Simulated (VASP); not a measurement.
# Ni (Fm-3m) in VASP: further runs

Aim: see how the results for Ni move with the level of theory and the settings. Levels: PBE, rev-vdW-DF2. Tasks: relaxation of cell and atoms.

Everything below comes from runs of VASP 6.6.1. Logs are shortened: lines on timing, memory, paths and dates and some standing lists are left out, and cuts for length are marked.

**1. The crystal as given**

Symmetry: Fm-3m, No. 225, cubic system. The conventional cell has a = 3.516 Å, b = 3.516 Å, c = 3.516 Å, α = 90.00°, β = 90.00°, γ = 90.00°. Around Ni (site symmetry m-3m) lie 12 Ni at 2.49 Å.

**2. Relaxation of cell and atoms, PBE, collinear spin, ferromagnetic start**

Contents of INCAR:

```
PREC     = Accurate       # precision mode
ENCUT    = 600            # plane-wave cutoff, eV
EDIFF    = 1E-7           # SCF threshold, eV
ISMEAR   = 1              # smearing method
SIGMA    = 0.1            # smearing width, eV
LREAL    = F              # projectors in reciprocal space
LASPH    = T              # aspherical terms in the spheres
NELM     = 150            # most SCF steps
ALGO     = Normal         # electronic algorithm
ISIF     = 3              # what is computed and relaxed
LWAVE    = F              # write WAVECAR
LCHARG   = F              # write CHGCAR
ISPIN    = 2              # spin polarisation
MAGMOM   = 2              # initial moments
LORBIT   = 11             # projections on sites
LMAXMIX  = 4              # l up to which the mixer works
GGA      = PE             # functional
IBRION   = 2              # ionic algorithm
NSW      = 90             # ionic steps
EDIFFG   = -0.005         # ionic threshold
AMIX     = 0.2          
BMIX     = 1E-4         
AMIX_MAG = 0.8          
BMIX_MAG = 1E-4
```

Contents of KPOINTS:

```
Automatic mesh
0
Gamma
  18 18 18
```

Contents of POSCAR:

```
Ni                                      
1.0
   -0.0000000000      1.7582122178      1.7582122178
    1.7582122178      0.0000000000      1.7582122178
    1.7582122178      1.7582122178     -0.0000000000
  Ni            
     1
Direct
     0.0000000000000000    0.0000000000000000    0.0000000000000000
```

Potentials or basis: VASP PAW PBE potentials, release 64 (Ni).

Command:

```
cat potpaw_PBE.64/Ni/POTCAR > POTCAR
mpirun -np 1 vasp_std > vasp.out
```

OUTCAR:

```text
PREC = Accurate
   ENCUT = 600
   EDIFF = 1E-7
   ISMEAR = 1
   LREAL = F
   LASPH = T
   NELM = 150
   ISIF = 3
   ISPIN = 2
   LORBIT = 11
   GGA = PE
   IBRION = 2
   NSW = 90
   EDIFFG = -0.005
   AMIX = 0.2
   AMIX_MAG = 0.8

 ion  position               nearest neighbor table
   1  0.000  0.000  0.000-

  LATTYP: Found a face centered cubic cell.
 ALAT       =     3.5164244356

  Lattice vectors:

 A1 = (   0.0000000000,   1.7582122178,   1.7582122178)
 A2 = (   1.7582122178,   0.0000000000,   1.7582122178)
 A3 = (   1.7582122178,   1.7582122178,   0.0000000000)

Analysis of symmetry for initial positions (statically):
=====================================================================
 Subroutine PRICEL returns:
 Original cell was already a primitive cell.

 Routine SETGRP: Setting up the symmetry group for a
 face centered cubic supercell.

 Subroutine GETGRP returns: Found 48 space group operations
 (whereof 48 operations were pure point group operations)
 out of a pool of 48 trial point group operations.

The static configuration has the point symmetry O_h .

Analysis of symmetry for dynamics (positions and initial velocities):
=====================================================================
 Subroutine PRICEL returns:
 Original cell was already a primitive cell.

 Routine SETGRP: Setting up the symmetry group for a
 face centered cubic supercell.

 Subroutine GETGRP returns: Found 48 space group operations
 (whereof 48 operations were pure point group operations)
 out of a pool of 48 trial point group operations.

The dynamic configuration has the point symmetry O_h .

Analysis of structural, dynamic, and magnetic symmetry:
=====================================================================
 Subroutine PRICEL returns:
 Original cell was already a primitive cell.

 Routine SETGRP: Setting up the symmetry group for a
 face centered cubic supercell.

 Subroutine GETGRP returns: Found 48 space group operations
 (whereof 48 operations were pure point group operations)
 out of a pool of 48 trial point group operations.

The overall configuration has the point symmetry O_h .

 Subroutine INISYM returns: Found 48 space group operations
 (whereof 48 operations are pure point group operations),
 and found     1 'primitive' translations

----------------------------------------------------------------------------------------

                                     Primitive cell

  volume of cell :      10.8704

  direct lattice vectors                    reciprocal lattice vectors
     0.000000000  1.758212218  1.758212218    -0.284379778  0.284379778  0.284379778
     1.758212218  0.000000000  1.758212218     0.284379778 -0.284379778  0.284379778
     1.758212218  1.758212218  0.000000000     0.284379778  0.284379778 -0.284379778

  length of vectors
     2.486487564  2.486487564  2.486487564     0.492560224  0.492560224  0.492560224

  position of ions in fractional coordinates (direct lattice)
     0.000000000  0.000000000  0.000000000

  ion indices of the primitive-cell ions
   primitive index   ion index
                 1           1

----------------------------------------------------------------------------------------

 KPOINTS: Automatic mesh

Automatic generation of k-mesh.
 Grid dimensions read from file:
 generate k-points for:   18   18   18

 Generating k-lattice:

  Cartesian coordinates                     Fractional coordinates (reciprocal lattice)
    -0.015798877  0.015798877  0.015798877     0.055555556  0.000000000  0.000000000
     0.015798877 -0.015798877  0.015798877     0.000000000  0.055555556  0.000000000
     0.015798877  0.015798877 -0.015798877     0.000000000  0.000000000  0.055555556

  Length of vectors
     0.027364457  0.027364457  0.027364457

  Shift w.r.t. Gamma in fractional coordinates (k-lattice)
     0.000000000  0.000000000  0.000000000

 Subroutine IBZKPT returns following result:
 ===========================================

 Found    195 irreducible k-points:

 Following reciprocal coordinates:
            Coordinates               Weight
  0.000000  0.000000  0.000000      1.000000
  0.055556  0.000000  0.000000      8.000000
  0.111111  0.000000  0.000000      8.000000
  0.166667  0.000000  0.000000      8.000000
  0.222222  0.000000  0.000000      8.000000
  0.277778  0.000000  0.000000      8.000000
[... 16 lines left out ...]
 -0.277778  0.055556  0.000000     24.000000
 -0.222222  0.055556  0.000000     24.000000
 [... further k-points ...]
   k-points           NKPTS =    195   k-points in BZ     NKDIM =    195   number of bands    NBANDS=     10
   number of dos      NEDOS =    301   number of ions     NIONS =      1
   total plane-waves  NPLWV =   8000
   dimension x,y,z NGX =    20 NGY =   20 NGZ =   20
   dimension x,y,z NGXF=    40 NGYF=   40 NGZF=   40
   ions per type =               1
   NGX,Y,Z   is equivalent  to a cutoff of  13.37, 13.37, 13.37 a.u.
   NGXF,Y,Z  is equivalent  to a cutoff of  26.74, 26.74, 26.74 a.u.
 SYSTEM =  unknown system
   PREC   = accura    normal or accurate (medium, high low for compatibility)
   ISTART =      0    job   : 0-new  1-cont  2-samecut
   ICHARG =      2    charge: 1-file 2-atom 10-const
   ISPIN  =      2    spin polarized calculation?
   LNONCOLLINEAR =      F non collinear calculations
   LSORBIT =      F    spin-orbit coupling
   LASPH  =      T    aspherical Exc in radial PAW
   ENCUT  =  600.0 eV  44.10 Ry    6.64 a.u.   4.97  4.97  4.97*2*pi/ulx,y,z
   NELM   =    150;   NELMIN=  2; NELMDL= -5     # of ELM steps
   EDIFF  = 0.1E-06   stopping-criterion for ELM
   LREAL  =      F    real-space projection
   EDIFFG = -.5E-02   stopping-criterion for IOM
   NSW    =     90    number of steps for IOM
   IBRION =      2    ionic relax: 0-MD 1-quasi-New 2-CG
   NFREE  =      1    steps in history (QN), initial steepest desc. (CG)
   ISIF   =      3    stress and relaxation
   ISYM   =      2    0-nonsym 1-usesym 2-fastsym
   POTIM  = 0.5000    time-step for ionic-motion
   TEBEG  =    0.0;   TEEND  =   0.0 temperature during run
   PSTRESS=    0.0 pullay stress
   NELECT =      10.0000    total number of electrons
   NUPDOWN=      -1.0000    fix difference up-down
   EMIN   =  10.00;   EMAX   =-10.00  energy-range for DOS
   EFERMI =   0.00;   METHOD = LEGACY
   ISMEAR =     1;   SIGMA  =   0.10  broadening in eV -4-tet -1-fermi 0-gaus
   EFERMI_NEDOS =   21; number of points for ismear=-14 and -15
   IALGO  =     38    algorithm
   IMIX   =      4    mixing-type and parameters
     AMIX     =   0.20;   BMIX     =  0.00
     AMIX_MAG =   0.80;   BMIX_MAG =  0.00
  volume/ion in A,a.u.               =      10.87        73.36
  Fermi-wavevector in a.u.,A,eV,Ry     =   1.592185  3.008793 34.491493  2.535053
  Thomas-Fermi vector in A             =   2.690609
   LORBIT       =     11    0 simple, 1 ext, 2 COOP (PROOUT), +10 PAW based schemes
   GGA     = PE    functional components
   LHFCALC =     F    Hartree Fock is set to
   AEXX    =    0.0000 exact exchange contribution
   IVDW    =     0    specifies the selected vdW correction
   LEPSILON=     F    determine dielectric tensor
   LRPA    =     F    only Hartree local field effects (RPA)
 conjugate gradient relaxation of ions
 spin polarized calculation
 Methfessel and Paxton  Order N= 1 SIGMA  =   0.10
  energy-cutoff  :      600.00
  volume of cell :       10.87
 maximum number of plane-waves:       375
   NGX =  9   NGY =  9   NGZ =  9

 number of electron      10.0000009 magnetization       0.6164539

 Free energy of the ion-electron system (eV)
  ---------------------------------------------------
  ext. energy  EPLUGINS =         0.00000000
  ---------------------------------------------------
  free energy    TOTEN  =        -5.47154211 eV

  energy without entropy =       -5.47193491  energy(sigma->0) =       -5.47167304

 E-fermi :   9.3913     XC(G=0): -13.2606

 val. band max:        9.3852624989   @ k =  -0.3889   0.2778   0.0000
 cond. band min:       9.3933110491   @ k =   0.5000   0.4444   0.0000
 fundamental gap:      0.0080485503
 Fermi energy:         9.3913282343

 spin component 1

 k-point     1 :       0.0000    0.0000    0.0000
  band No.  band energies     occupation
      1       0.3727      1.00000
      2       6.9517      1.00000
      3       6.9517      1.00000
      4       6.9517      1.00000
      5       8.1405      1.00000
      6       8.1405      1.00000
      7      33.1184      0.00000
      8      36.9894      0.00000
      9      36.9894      0.00000
     10      36.9894      0.00000
[... 287 lines left out ...]
 k-point    24 :      -0.2222    0.0556    0.0000
  band No.  band energies     occupation
      1       2.5581      1.00000
      2       6.5814      1.00000
      3       7.1840      1.00000
      4       7.2288      1.00000
      5       8.0371      1.00000
      6       8.3493      1.00000
      7      24.3633      0.00000
      8      31.4248      0.00000
      9      34.8671      0.00000
     10      36.8716      0.00000

 [... further k-points ...]

 spin component 2

 k-point     1 :       0.0000    0.0000    0.0000
  band No.  band energies     occupation
      1       0.3370      1.00000
      2       7.7026      1.00000
      3       7.7026      1.00000
      4       7.7026      1.00000
      5       8.7049      1.00000
      6       8.7049      1.00000
      7      32.9575      0.00000
      8      36.9666      0.00000
      9      36.9666      0.00000
     10      36.9666      0.00000
[... 287 lines left out ...]
 k-point    24 :      -0.2222    0.0556    0.0000
  band No.  band energies     occupation
      1       2.5475      1.00000
      2       7.2424      1.00000
      3       7.8651      1.00000
      4       7.9245      1.00000
      5       8.6630      1.00000
      6       8.9905      1.00000
      7      24.4934      0.00000
      8      31.4355      0.00000
      9      34.8287      0.00000
     10      36.9480      0.00000

 [... further k-points ...]

------------------------ aborting loop because EDIFF is reached ----------------------------------------

  FORCE on cell =-STRESS in cart. coord.  units (eV):
  Direction    XX          YY          ZZ          XY          YZ          ZX
  --------------------------------------------------------------------------------------
  -------------------------------------------------------------------------------------
  Total        0.0014564      0.0014564      0.0014564      0.0000000      0.0000000     -0.0000000
  in kB        0.2146599      0.2146599      0.2146599      0.0000000      0.0000000     -0.0000000
  external PRESSURE =       0.2146599 kB  Pullay stress =       0.0000000 kB

 VOLUME and BASIS-vectors are now :
 -----------------------------------------------------------------------------
  energy-cutoff  :      600.00
  volume of cell :       10.87
      direct lattice vectors                 reciprocal lattice vectors
     0.000000000  1.758212218  1.758212218    -0.284379778  0.284379778  0.284379778
     1.758212218  0.000000000  1.758212218     0.284379778 -0.284379778  0.284379778
     1.758212218  1.758212218  0.000000000     0.284379778  0.284379778 -0.284379778

 POSITION                                       TOTAL-FORCE (eV/Angst)
 -----------------------------------------------------------------------------------
      0.00000      0.00000      0.00000        -0.000000     -0.000000     -0.000000
 -----------------------------------------------------------------------------------
    total drift:                                0.000000      0.000000      0.000000

  FREE ENERGIE OF THE ION-ELECTRON SYSTEM (eV)
  ---------------------------------------------------
  free  energy   TOTEN  =        -5.4715421100 eV

  energy  without entropy=       -5.4719349107  energy(sigma->0) =       -5.47167304

 reached required accuracy - stopping structural energy minimisation

 total charge

# of ion       s       p       d       tot
------------------------------------------
    1        0.498   0.498   8.315   9.311

 magnetization (x)

# of ion       s       p       d       tot
------------------------------------------
    1       -0.007  -0.025   0.660   0.628
```

Run time: 30 s. Hardware: 1 thread of Intel Xeon Platinum 8488C (Sapphire Rapids), shared host; peak memory 0.16 GiB.

What came out:

```yaml
Free_energy: -5.4715 eV
Pressure_after_relaxing: 0.0 GPa
Band_gap_on_the_k_mesh: none (metal or under the smearing width)
Net_moment: 0.62 μB per cell
Site_moments: Ni +0.63 μB
Valence_electrons_inside_the_program's_atomic_spheres: Ni 9.31
```

Final structure:
```xyz
1
Lattice="0.0000 1.7582 1.7582 1.7582 0.0000 1.7582 1.7582 1.7582 0.0000" Properties=species:S:1:pos:R:3 pbc="T T T"
Ni    0.0000    0.0000    0.0000
```

Levels at points of the mesh, in eV from the Fermi level:
Spin up:
| k point | band 2 | band 3 | band 4 | band 5 | band 6 | band 7 | band 8 | band 9 |
| --- | --- | --- | --- | --- | --- | --- | --- | --- |
| (0.00, 0.00, 0.00) | -2.44 | -2.44 | -2.44 | -1.25 | -1.25 | 23.73 | 27.60 | 27.60 |
| (0.50, 0.00, 0.00) | -2.41 | -2.41 | -0.60 | -0.60 | -0.30 | 5.67 | 22.22 | 24.69 |
| (0.50, 0.50, 0.00) | -4.20 | -0.54 | -0.48 | -0.48 | 2.45 | 9.23 | 14.83 | 14.83 |
Spin down:
```csv
k point,band 2,band 3,band 4,band 5,band 6,band 7,band 8,band 9
"(0.00, 0.00, 0.00)",-1.69,-1.69,-1.69,-0.69,-0.69,23.57,27.58,27.58
"(0.50, 0.00, 0.00)",-1.81,-1.81,-0.36,0.14,0.14,6.09,22.07,24.77
"(0.50, 0.50, 0.00)",-3.59,0.05,0.38,0.38,2.40,9.46,14.84,14.84
```

Caveat: the relaxation stopped at its first step, so nothing moved.

[end of part 1 of 2]
